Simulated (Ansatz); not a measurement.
# ZnSe (Stilleite) (F-43m) in Ansatz: convergence with ecutrho ratio

Aim: find how far ecutrho ratio must go before the results for ZnSe (Stilleite) settle, at PBEsol. This setting moves, with any that are tied to it; all else stays.

Everything below comes from runs of Ansatz 0.2.0. Logs are shortened: lines on timing, memory, paths and dates and some standing lists are left out, and cuts for length are marked.

## (1) The crystal as given

It takes space group F-43m (No. 216, cubic). The conventional cell has a = 5.668 Å, b = 5.668 Å, c = 5.668 Å, α = 90.00°, β = 90.00°, γ = 90.00°. Around Se (site symmetry -43m) lie 4 Zn at 2.45 Å. Around Zn (site symmetry -43m) lie 4 Se at 2.45 Å.

## (2) With ecutrho ratio 4

Contents of input.yaml:

```yaml
crystal:
  lattice:
    - [0.0, 2.8338, 2.8338]
    - [2.8338, 0.0, 2.8338]
    - [2.8338, 2.8338, 0.0]
  atoms:
    - { symbol: Se, position: [0.75, 0.75, 0.75] }
    - { symbol: Zn, position: [0.0, 0.0, 0.0] }
hamiltonian:
  xc: pbesol
  pseudopotentials: { kind: paw }
kpoints:
  mp_grid: { grid: [7, 7, 7] }
scf:
  occupations: { method: fermi_dirac, width: 0.1 }
output:
  forces: true
  stress: true
  eigenvalues: true
basis:
  ecutrho_ratio: 4
```

Potentials or basis: Ansatz PAW.

Started as:

```console
> ansatz run input.yaml --threads 2 --pin off --max-ram 5632MiB --backend cpu --events-out ev --progress --plain --runs-dir out
```

Wall time 2.2 s (2 threads of Intel Xeon at 2.50GHz (Skylake/Cascade Lake), shared host); peak memory 0.34 GiB.

What came out:

```yaml
Free_energy: -8706.4501 eV
Pressure: -1.1 GPa
Band_gap_on_the_k_mesh: 1.17 eV, direct
```

## (3) With ecutrho ratio 5

input.yaml: that of step 2 with these lines changed.

```diff
@@ -20,2 +20,2 @@
 basis:
-  ecutrho_ratio: 4
+  ecutrho_ratio: 5
```

Potentials or basis: Ansatz PAW.

Started as:

```console
> ansatz run input.yaml --threads 2 --pin off --max-ram 5632MiB --backend cpu --events-out ev --progress --plain --runs-dir out
```

Wall time 2.3 s (2 threads of Intel Xeon at 2.50GHz (Skylake/Cascade Lake), shared host); peak memory 0.34 GiB.

What came out:

```yaml
Free_energy: -8706.4501 eV
Pressure: -1.1 GPa
Band_gap_on_the_k_mesh: 1.17 eV, direct
```

## (4) With ecutrho ratio 6

input.yaml: that of step 3 with these lines changed.

```diff
@@ -20,2 +20,2 @@
 basis:
-  ecutrho_ratio: 5
+  ecutrho_ratio: 6
```

Started as:

```console
> ansatz run input.yaml --threads 2 --pin off --max-ram 5632MiB --backend cpu --events-out ev --progress --plain --runs-dir out
```

Wall time 2.5 s (2 threads of Intel Xeon at 2.50GHz (Skylake/Cascade Lake), shared host); peak memory 0.35 GiB.

Results:

| Item | Value |
| --- | --- |
| Free energy | -8706.4501 eV |
| Pressure | -1.1 GPa |
| Band gap on the k mesh | 1.17 eV, direct |

## (5) With ecutrho ratio 8

input.yaml: that of step 4 with these lines changed.

```diff
@@ -20,2 +20,2 @@
 basis:
-  ecutrho_ratio: 6
+  ecutrho_ratio: 8
```

Started as:

```console
> ansatz run input.yaml --threads 2 --pin off --max-ram 5632MiB --backend cpu --events-out ev --progress --plain --runs-dir out
```

It took 2.5 s on 2 threads of Intel Xeon at 2.50GHz (Skylake/Cascade Lake), shared host; peak memory 0.37 GiB.

The run converged. Its results:

| Item | Value |
| --- | --- |
| Free energy | -8706.4501 eV |
| Pressure | -1.1 GPa |
| Band gap on the k mesh | 1.17 eV, direct |

## (6) With ecutrho ratio 10

input.yaml: that of step 5 with these lines changed.

```diff
@@ -20,2 +20,2 @@
 basis:
-  ecutrho_ratio: 8
+  ecutrho_ratio: 10
```

Potentials or basis: Ansatz PAW.

Started as:

```console
> ansatz run input.yaml --threads 2 --pin off --max-ram 5632MiB --backend cpu --events-out ev --progress --plain --runs-dir out
```

Run time: 2.6 s. Hardware: 2 threads of Intel Xeon at 2.50GHz (Skylake/Cascade Lake), shared host; peak memory 0.4 GiB.

The run converged. Its results:

```
Free energy            : -8706.4501 eV
Pressure               : -1.1 GPa
Band gap on the k mesh : 1.17 eV, direct
```

## (7) With ecutrho ratio 12

input.yaml: that of step 6 with these lines changed.

```diff
@@ -20,2 +20,2 @@
 basis:
-  ecutrho_ratio: 10
+  ecutrho_ratio: 12
```

Potentials or basis: Ansatz PAW.

Started as:

```console
> ansatz run input.yaml --threads 2 --pin off --max-ram 5632MiB --backend cpu --events-out ev --progress --plain --runs-dir out
```

The program printed:

```text
Warning: RAYON_NUM_THREADS=2 ignored (pool sized by the plan → 2); use --threads N
Engine: ansatz 0.2.0, x86_64-unknown-linux-gnu
Pseudopotentials: kind: paw
Pseudopotential: Se, paw, valence charge 16, recommended cutoff 420 eV (normal), Se.paw.azcp
Pseudopotential: Zn, paw, valence charge 12, recommended cutoff 420 eV (normal), Zn.paw.azcp
Functional definition: PBEsol
  exchange = pbesol_x
  correlation = pbesol_c
Crystal: 2 atoms, lattice volume = 45.513 Å³
Basis set: ecut = 420 eV, 893 PW (Γ), exchange–correlation on 96×96×96 points (8 copies of the dense FFT grid, shifted against one another)
Bands: 18, of which v1, the nominal top of the filled ones, is band 14 counted from 1 (13 counted from 0)
Symmetry: 24 space group operations
Space group: F-43m (ITA 216), of the structure as read, at distance tolerance 3.6e-5 Å
k-points: 20 of 343 (time reversal used)
Non-local potential: Se, projectors of the file, l = 0: 2, l = 1: 2, l = 2: 3, l = 3: 1
Non-local potential: Zn, projectors of the file, l = 0: 2, l = 1: 2, l = 2: 3, l = 3: 1
PAW form: soft (Blöchl's): semilocal exchange-correlation on the pseudo side does not see the compensation charge
PAW frozen core: Se, regenerated for the run's functional, and the local potential with it (the file was generated under x = pbe(κ = 0.804, μ = 0.2195149727645171), c = pbe(β = 0.06672455060314922))
PAW frozen core: Zn, regenerated for the run's functional, and the local potential with it (the file was generated under x = pbe(κ = 0.804, μ = 0.2195149727645171), c = pbe(β = 0.06672455060314922))
PAW one-centre angular grid: Se, 590 points (default); XC on 64 Gauss nodes
PAW one-centre angular grid: Zn, 590 points (default); XC on 64 Gauss nodes
Initial density: superposition of atomic densities (neutral atoms: chi_scale 0, normalization atom), corrected by the library's trained network
Initial wavefunctions: pseudopotential atomic-orbital guess
Functional: x = pbesol(κ = 0.804, μ = 0.12345679012345678), c = pbesol(β = 0.046)
SCF iter   1: F=—  HF=-8706.452512 eV  |F-HF|=—  |Δ(HF+E_count)|=         —  Δρ=3.83e-3  dr2=6.62e-3  ethr=1.77e-3  ⟨swp⟩=5.2  Hψ=1810  notcnv=0
preconditioner: auto → none  [insulator: Δε(μ)=1.137 eV  Ē_g=11.809 eV  σ=0.100 eV  W_gap=0.99  n_scr=14 (ndim 8)  ℏωp=23.4 eV  f_vac=0.120  D(μ)=0.00/eV (n_scr^D=0)  ε∞_Penn≈4.9]
SCF iter   2: F=—  HF=-8706.450178 eV  |F-HF|=—  |Δ(HF+E_count)|=   2.33e-3  Δρ=9.67e-4  dr2=2.57e-4  ethr=2.36e-5  ⟨swp⟩=2.0  Hψ=693  notcnv=0
SCF iter   3: F=—  HF=-8706.450139 eV  |F-HF|=—  |Δ(HF+E_count)|=   3.86e-5  Δρ=7.78e-4  dr2=1.58e-4  ethr=9.19e-7  ⟨swp⟩=2.0  Hψ=520  notcnv=0
SCF iter   4: F=—  HF=-8706.450120 eV  |F-HF|=—  |Δ(HF+E_count)|=   1.89e-5  Δρ=2.47e-4  dr2=1.84e-5  ethr=5.66e-7  ⟨swp⟩=2.0  Hψ=486  notcnv=0
SCF iter   5: F=—  HF=-8706.450127 eV  |F-HF|=—  |Δ(HF+E_count)|=   6.95e-6  Δρ=5.73e-5  dr2=9.29e-7  ethr=6.55e-8  ⟨swp⟩=2.0  Hψ=417  notcnv=0
SCF iter   6: F=-8706.450128 eV  HF=-8706.450128 eV  |F-HF|=2.14e-8  |Δ(HF+E_count)|=   7.17e-7  Δρ=7.89e-6  dr2=1.93e-8  ethr=3.57e-10  ⟨swp⟩=3.1  Hψ=1399  notcnv=0
SCF 1 converged in 6 iterations: F = -8706.450128 eV  dr2 = 1.93e-8
SCF converged after 6 iterations
Free energy (F): -8706.450128 eV
Harris-Foulkes:  -8706.450128 eV  (|F-HF|=2.14e-8)
Internal energy: -8706.450065 eV  (E = F + TS)
E sigma→0 (E₀):  -8706.450097 eV
Entropy (-TS):   -0.000063 eV (-0.031 meV/atom)
Fermi energy:    7.322943 eV
--- Per-component energies (eV) ---
  E_band       = -386.071322
  E_kinetic    = 249.980513
  E_local      = -4394.708663  (includes V_loc(G=0)·N_el)
  E_nonlocal   = 22.786413
  E_hartree    = 2032.496835
  E_xc         = -238.887371
  E_vxc        = -150.465052  (∫ρ·V_xc dr)
  E_paw        = -3658.980758  (= ΣΔE_a)
  E_vpaw       = -178.659874  (= ΣTr[D̂ρ^β])
  E_aug_tail   = 0.000005  (compensation charges beyond the density's cutoff)
  E_ewald      = -2720.942845
  E_core_change = 1.805805  (= ΣΔE_core)
  E_smearing   = -0.000063  (= −TS)
  E_closure    = -0.000000  (closes the sum)
  Σ components = -8706.450128   (vs F -8706.450128, Δ=0.00e0)
--- Forces (eV/Å), atoms counted from 1 ---
  atom   1  Se     0.00000000    -0.00000000    -0.00000000
  atom   2  Zn    -0.00000000     0.00000000     0.00000000
  max |Σ_I F_I| component: 1.57e-16 eV/Å
--- Stress (GPa, compression-positive) ---
       -1.127918      -0.000000      -0.000000
       -0.000000      -1.127918       0.000000
       -0.000000       0.000000      -1.127918
  P = ⅓ Tr σ = -1.1279 GPa (-11.279 kbar)
--- Band table (eV; the first three rows and the last of 20) ---
  k-point 0: bands = ["-40.2619", "-40.2619", "-40.2619", "-40.2574", "-40.2574", "-6.6396", "0.0912", "0.0912", "0.0912", "0.4626", "0.4626", "6.6481", "6.6481", "6.6481", "7.8150", "12.3927", "12.3927", "12.3927"]
  k-point 1: bands = ["-40.2619", "-40.2618", "-40.2618", "-40.2574", "-40.2574", "-6.5084", "0.1000", "0.1115", "0.1115", "0.4609", "0.4609", "5.0464", "6.4528", "6.4528", "8.9637", "12.3464", "12.7114", "12.7114"]
  k-point 2: bands = ["-40.2618", "-40.2618", "-40.2618", "-40.2574", "-40.2574", "-6.1852", "0.1517", "0.1517", "0.1858", "0.4648", "0.4648", "3.1110", "6.0736", "6.0736", "9.2885", "13.0631", "13.0631", "13.5194"]
  k-point 19: bands = ["-40.2618", "-40.2617", "-40.2615", "-40.2574", "-40.2573", "-5.5905", "0.1999", "0.2869", "0.4174", "0.4537", "0.7406", "1.9300", "3.5818", "4.4722", "11.1740", "12.4752", "13.8745", "14.8197"]
```

Wall time 2.7 s (2 threads of Intel Xeon at 2.50GHz (Skylake/Cascade Lake), shared host); peak memory 0.42 GiB.

What came out:

| Property | Result |
| --- | --- |
| Free energy | -8706.4501 eV |
| Pressure | -1.1 GPa |
| Band gap on the k mesh | 1.17 eV, direct |

## (8) The series at a glance

| ecutrho ratio | energy less the tightest run, at zero smearing (meV/atom) | SCF cycles | CPU time (s) | peak memory (GiB) |
| --- | --- | --- | --- | --- |
| 4 | -0.01 | 6 | 3.5 | 0.34 |
| 5 | 0.00 | 6 | 3.7 | 0.34 |
| 6 | 0.00 | 6 | 3.9 | 0.35 |
| 8 | 0.00 | 6 | 4.1 | 0.37 |
| 10 | 0.00 | 6 | 4.3 | 0.4 |
| 12 | 0.00 | 6 | 4.4 | 0.42 |

Against the tightest run, the energy stays within 1 meV/atom from 4 on. The tightest run that finished is the yardstick and may itself not be fully converged.

Caveats: odd divisions of the mesh miss points on the zone boundary, where band edges often lie, so the gap on the mesh can be too wide; the PAW data sets come from PBE, with cores solved anew for the run's functional, which leaves a small shift of forces and pressure.
